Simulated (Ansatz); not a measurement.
The system is Tc.

```
Tc
1.0
     2.74000    0.00000    0.00000
    -1.37000    2.37291    0.00000
     0.00000    0.00000    4.39800
Tc
2
Direct
  0.66667 0.33333 0.75000
  0.33333 0.66667 0.25000
```

Program: Ansatz 0.2.0. Alike in all runs: potentials or basis Ansatz PAW earlier set; no spin polarisation; cell as given; k mesh 11 × 11 × 6; cutoff (eV) 500.

**Question.** Order these runs on this cell by their pressure, lowest first.
A. level PBE; smearing gaussian 0.1 eV
B. level LDA; smearing gaussian 0.05 eV
C. level r2SCAN; smearing tetrahedron

**Answer.** B (-11.9 GPa), C (-2.1 GPa), A (2.9 GPa).

Caveats: the PAW data sets come from PBE, with cores solved anew for the run's functional, which leaves a small shift of forces and pressure (some runs).

Not every run made on this cell is shown here.
